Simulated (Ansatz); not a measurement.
# GaN (F-43m) in Ansatz: settings compared

The runs below take GaN through single point, relaxation of cell and atoms, with PBE, BLYP+D3(BJ).

Everything below comes from runs of Ansatz 0.2.0. Logs are shortened: lines on timing, memory, paths and dates and some standing lists are left out, and cuts for length are marked.

**Experimental background.**

From a printed reference work, textbook, for a bulk crystal of GaN at 0 K: band gap 3.299 eV (direct).

The results are compared with them further down.

## (1) The structure

It takes space group F-43m (No. 216, cubic). Conventional cell: a = 4.507 Å, b = 4.507 Å, c = 4.507 Å, α = 90.00°, β = 90.00°, γ = 90.00°. Ga (site symmetry -43m) has 4 N at 1.95 Å as nearest neighbours. Around N (site symmetry -43m) lie 4 Ga at 1.95 Å.

The cell is a database's computed one.

## (2) Single point, PBE

Contents of input.yaml:

```yaml
crystal:
  lattice:
    - [0.0, 2.2535006075, 2.2535006075]
    - [2.2535006075, 0.0, 2.2535006075]
    - [2.2535006075, 2.2535006075, 0.0]
  atoms:
    - { symbol: Ga, position: [0.0, 0.0, 0.0] }
    - { symbol: "N", position: [0.25, 0.25, 0.25] }
kpoints:
  mp_grid: { grid: [10, 10, 10] }
scf:
  occupations: { method: gaussian, width: 0.021 }
hamiltonian:
  xc: pbe
  pseudopotentials: { kind: all_electron, lapw: { basis_error: 0.001 } }
output:
  forces: true
  stress: true
  eigenvalues: true
```

Potentials or basis: all-electron LAPW, scalar-relativistic.

On the command line:

```console
$ ansatz run input.yaml --threads 1 --pin off --max-ram 3072MiB --backend cpu --events-out ev --progress --plain --runs-dir out
```

The log of the run:

```text
Warning: RAYON_NUM_THREADS=1 ignored (pool sized by the plan → 1); use --threads N
LAPW: plane waves up to 10.519 Å⁻¹, error target 1.0e-3 eV per atom; small_component_spin mean_spin; N in spheres of 0.857 Å, 7 of its electrons in bands, Dirac shells []; Ga in spheres of 1.095 Å, 21 of its electrons in bands, Dirac shells [] (how accurate: hamiltonian.pseudopotentials.lapw.basis_error, Limitations)
Engine: ansatz 0.2.0, aarch64-unknown-linux-gnu
Pseudopotentials: kind: all_electron
Pseudopotential: Ga, LAPW, valence charge 21, lapw/all_electron/scalar/gaussian/Ga, Koelling and Harmon's equation, gaussian nucleus
Pseudopotential: N, LAPW, valence charge 7, lapw/all_electron/scalar/gaussian/N, Koelling and Harmon's equation, gaussian nucleus
Functional definition: PBE
  parameter kappa = 0.804
  parameter beta = 0.06672455060314922
  exchange = pbe_x(kappa = kappa, mu = beta*pi^2/3)
  correlation = pbe_c(beta = beta)
Crystal: 2 atoms, lattice volume = 22.888 Å³
Basis set: ecut = 421.54924115936296 eV, 459 PW (Γ), exchange–correlation at level 2
Bands: 18, of which v1, the nominal top of the filled ones, is band 14 counted from 1 (13 counted from 0)
Symmetry: 24 space group operations
Space group: F-43m (ITA 216), of the structure as read, at distance tolerance 2.8e-5 Å
k-points: 47 of 1000 (time reversal used)
Non-local potential: Ga, projectors of the file, none
Non-local potential: N, projectors of the file, none
Initial density: superposition of atomic densities (chi_scale 0.1, normalization cell, long waves kept (reshape's long-wave potential 0.00 eV rms))
Initial wavefunctions: plane waves of lowest kinetic energy (no species holds an atomic orbital)
Functional: x = pbe(κ = 0.804, μ = 0.2195149727645171), c = pbe(β = 0.06672455060314922)
iter 1 solved again at ethr=1.89e-2 eV; its pass at ethr=1.00e-1 eV (dr2=5.29e0 eV) is discarded
SCF iter   1: F=—  HF=-54392.852122 eV  |F-HF|=—  |Δ(HF+E_count)|=         —  Δρ=1.36e-1  dr2=5.29e0  ethr=1.89e-2  ⟨swp⟩=2.0  Hψ=5518  notcnv=0
preconditioner: auto → none  [insulator: Δε(μ)=3.174 eV  Ē_g=18.314 eV  σ=0.021 eV  W_gap=1.00  n_scr=14 (ndim 8)  ℏωp=32.9 eV  f_vac=0.000  D(μ)=0.00/eV (n_scr^D=0)  ε∞_Penn≈4.2]
SCF iter   2: F=—  HF=-54391.349361 eV  |F-HF|=—  |Δ(HF+E_count)|=    1.50e0  Δρ=5.85e-2  dr2=6.66e-1  ethr=1.89e-2  ⟨swp⟩=3.0  Hψ=2677  notcnv=0
iter 3 solved again at ethr=1.43e-4 eV; its pass at ethr=2.38e-3 eV (dr2=4.00e-2 eV) is discarded
SCF iter   3: F=—  HF=-54390.863247 eV  |F-HF|=—  |Δ(HF+E_count)|=   4.86e-1  Δρ=1.50e-2  dr2=4.01e-2  ethr=1.43e-4  ⟨swp⟩=2.0  Hψ=4507  notcnv=0
SCF iter   4: F=—  HF=-54390.864431 eV  |F-HF|=—  |Δ(HF+E_count)|=         —  Δρ=2.66e-3  dr2=1.73e-3  ethr=1.43e-4  ⟨swp⟩=2.1  Hψ=2542  notcnv=0
the basis was enlarged: its passes take 186.8 KiB over the memory plan, 1 of 1 planned eigensolver slots
SCF iter   5: F=—  HF=-54390.858991 eV  |F-HF|=—  |Δ(HF+E_count)|=   5.44e-3  Δρ=4.53e-4  dr2=4.43e-5  ethr=6.20e-6  ⟨swp⟩=2.8  Hψ=2563  notcnv=0
SCF iter   6: F=—  HF=-54390.858915 eV  |F-HF|=—  |Δ(HF+E_count)|=   7.53e-5  Δρ=2.39e-4  dr2=5.21e-6  ethr=1.58e-7  ⟨swp⟩=3.0  Hψ=2487  notcnv=0
SCF iter   7: F=—  HF=-54390.858919 eV  |F-HF|=—  |Δ(HF+E_count)|=   4.19e-6  Δρ=4.31e-5  dr2=1.96e-7  ethr=1.86e-8  ⟨swp⟩=3.0  Hψ=2453  notcnv=0
SCF iter   8: F=-54390.858920 eV  HF=-54390.858920 eV  |F-HF|=2.58e-9  |Δ(HF+E_count)|=   2.06e-7  Δρ=3.41e-6  dr2=1.56e-9  ethr=7.00e-10  ⟨swp⟩=3.0  Hψ=2483  notcnv=0
SCF 1 converged in 8 iterations: F = -54390.858920 eV  dr2 = 1.56e-9
SCF converged after 8 iterations
Free energy (F): -54390.858920 eV
Harris-Foulkes:  -54390.858920 eV  (|F-HF|=2.58e-9)
Internal energy: -54390.858920 eV  (E = F + TS)
E sigma→0 (E₀):  -54390.858920 eV
Fermi energy:    12.267882 eV
--- Per-component energies (eV) ---
  E_band       = -1451.228499
  E_kinetic    = 55428.848808
  E_xc         = -2248.781888
  E_electrostatic = -107570.925840  (all electrons and nuclei)
  E_smearing   = -0.000000  (= −TS)
  E_closure    = 0.000000  (closes the sum)
  E_atoms      = -54378.687074  (free atoms, spherical and without spin; not in F)
  Σ components = -54390.858920   (vs F -54390.858920, Δ=0.00e0)
  Basis errors (estimates in eV, not in F): energy 4.5e-4 per atom: plane waves 4.0e-4 (2.4e-4 summed), levels above the bands 0.0e0, relativity 6.3e-8, radial functions 4.5e-5, core shells 2.3e-10; eigenvalues (radial functions only) 1.0e-5; not estimated: angular momenta, meshes, grids; target (lapw.basis_error) 1.0e-3; muffin-tin radii N 0.857 Å, Ga 1.095 Å
--- Forces (eV/Å), atoms counted from 1 ---
  atom   1  Ga    -0.00000000     0.00000000     0.00000000
  atom   2  N      0.00000000    -0.00000000    -0.00000000
  max |Σ_I F_I| component: 6.94e-17 eV/Å
--- Stress (GPa, compression-positive) ---
        4.934186       0.000000      -0.000000
        0.000000       4.934186       0.000000
       -0.000000       0.000000       4.934186
  P = ⅓ Tr σ = 4.9342 GPa (49.342 kbar)
--- Band table (eV; the first three rows and the last of 47) ---
  k-point 0: bands = ["-363.7358", "-130.6402", "-81.3840", "-81.3840", "-81.3840", "-4.5284", "-2.0914", "-2.0914", "-2.0914", "-1.7760", "-1.7760", "11.4006", "11.4006", "11.4006", "13.1348", "21.7147", "21.7147", "21.7147"]
  k-point 1: bands = ["-363.7358", "-130.6402", "-81.3841", "-81.3840", "-81.3840", "-4.4194", "-2.0779", "-2.0779", "-2.0515", "-1.7772", "-1.7772", "10.3033", "11.2942", "11.2942", "13.9909", "21.2166", "21.8779", "21.8779"]
  k-point 2: bands = ["-363.7358", "-130.6402", "-81.3845", "-81.3841", "-81.3841", "-4.1464", "-2.0466", "-2.0466", "-1.8847", "-1.7759", "-1.7759", "8.4943", "11.0325", "11.0325", "15.0707", "20.4370", "22.1391", "22.1391"]
  k-point 46: bands = ["-363.7358", "-130.6401", "-81.3851", "-81.3848", "-81.3846", "-3.4768", "-1.9521", "-1.9076", "-1.7777", "-1.7487", "0.1787", "5.6540", "7.8146", "7.8444", "17.2304", "19.6041", "22.1305", "22.5932"]
```

Run time: 16 s. Hardware: 1 thread of Arm Neoverse V1, shared host; peak memory 0.28 GiB.

Results:

```yaml
Free_energy: -54390.8589 eV
Pressure: 4.9 GPa
Band_gap_on_the_k_mesh: 1.73 eV, direct
```

## (3) Single point, PBE

Changes to input.yaml since step 2:

```diff
@@ -11,3 +11,3 @@
 scf:
-  occupations: { method: gaussian, width: 0.021 }
+  occupations: { method: gaussian, width: 0.023 }
 hamiltonian:
```

Potentials or basis: all-electron LAPW, scalar-relativistic.

On the command line:

```console
$ ansatz run input.yaml --threads 1 --pin off --max-ram 3072MiB --backend cpu --events-out ev --progress --plain --runs-dir out
```

Wall time 16 s (1 thread of Arm Neoverse V1, shared host); peak memory 0.29 GiB.

It converged, with:

```
Free energy            : -54390.8589 eV
Pressure               : 4.9 GPa
Band gap on the k mesh : 1.73 eV, direct
```

Levels at points of the mesh, in eV from the valence-band top:
```tsv
k point	band 12	band 13	band 14	band 15	band 16	band 17
(0.00, 0.00, 0.00)	0.00	0.00	0.00	1.73	10.31	10.31
(0.00, 0.00, -0.50)	-7.03	-0.97	-0.97	4.65	8.73	10.36
(0.00, -0.50, -0.50)	-6.12	-2.70	-2.70	3.36	6.67	11.71
```

## (4) Relaxation of cell and atoms, BLYP+D3(BJ)

Changes to input.yaml since step 3:

```diff
@@ -11,5 +11,6 @@
 scf:
-  occupations: { method: gaussian, width: 0.023 }
+  occupations: { method: fermi_dirac, width: 0.05 }
 hamiltonian:
-  xc: pbe
+  xc: blyp
+  dispersion: d3bj
   pseudopotentials: { kind: all_electron, lapw: { basis_error: 0.001 } }
@@ -18,2 +19,5 @@
   stress: true
-  eigenvalues: true
+relax:
+  f_tol: 0.01
+  max_steps: 60
+  cell: {}
```

On the command line:

```console
$ ansatz run input.yaml --threads 1 --pin off --max-ram 3072MiB --backend cpu --events-out ev --progress --plain --runs-dir out
```

Run time: 37 s. Hardware: 1 thread of Arm Neoverse V1, shared host; peak memory 0.3 GiB.

The run converged. Its results:

| Quantity | Value |
| --- | --- |
| Free energy | -54403.1176 eV |
| Relaxed volume | 11.62 Å³/atom |
| Relaxed cell | a = 3.203 Å, b = 3.203 Å, c = 3.203 Å, α = 60.00°, β = 60.00°, γ = 60.00° |
| Space group after relaxing (to 0.05 Å) | F-43m (No. 216) |
| Energy gained by relaxing | 1.5 meV/atom |
| Ionic steps | 4 |
| Pressure after relaxing | 0.0 GPa |
| Band gap on the k mesh | 1.73 eV |

The path:
```
step  energy change (eV)  largest force (eV/Å)  volume (Å³)
   1              0.0000                0.0000        22.89
   2             -0.0024                0.0000        23.09
   3             -0.0030                0.0000        23.24
   4             -0.0030                0.0000        23.24
```

Final structure:
```cif
data_structure
_symmetry_space_group_name_H-M 'P 1'
_symmetry_Int_Tables_number 1
_cell_length_a 3.2030
_cell_length_b 3.2030
_cell_length_c 3.2030
_cell_angle_alpha 60.000
_cell_angle_beta 60.000
_cell_angle_gamma 60.000
_cell_volume 23.24
loop_
_atom_site_label
_atom_site_type_symbol
_atom_site_fract_x
_atom_site_fract_y
_atom_site_fract_z
_atom_site_occupancy
Ga1 Ga 0.00000 0.00000 0.00000 1
N1 N 0.25000 0.25000 0.25000 1
```

A k mesh can miss the band edges. As with any semilocal functional, this BLYP gap is likely too small.

## (5) Overview

```csv
task,level,cell,cutoff (eV),smearing,gap on the mesh (eV),pressure (GPa)
single point,PBE,as given,422,gaussian 0.021 eV,1.73,4.9
single point,PBE,as given,422,gaussian 0.023 eV,1.73,4.9
relaxation of cell and atoms,BLYP+D3(BJ),relaxed,-,fermi-dirac 0.05 eV,1.73,0.0
```

Alike in all rows: potentials or basis all-electron LAPW, scalar-relativistic; no spin polarisation; k mesh 10 × 10 × 10; basis error allowed 0.001 eV/atom.

Compare energies only between runs with the same functional and basis.

## (6) How close it comes

Step 2. A measured gap of GaN is 3.299 eV (direct; 0 K; a printed reference work, textbook); the calculated 1.73 eV misses it by -1.56 eV. Spin-orbit coupling on Ga is left out. The value is that of PBE, without temperature or zero-point motion. Semilocal functionals fall short of measured gaps as a rule. The cell is a database's relaxed one, not the measured one, which moves gaps too.

Step 3. A measured gap of GaN is 3.299 eV (direct; 0 K; a printed reference work, textbook); the calculated 1.73 eV misses it by -1.56 eV. Spin-orbit coupling on Ga is left out. The value is that of PBE, without temperature or zero-point motion. Semilocal functionals fall short of measured gaps as a rule. The cell is a database's relaxed one, not the measured one, which moves gaps too.
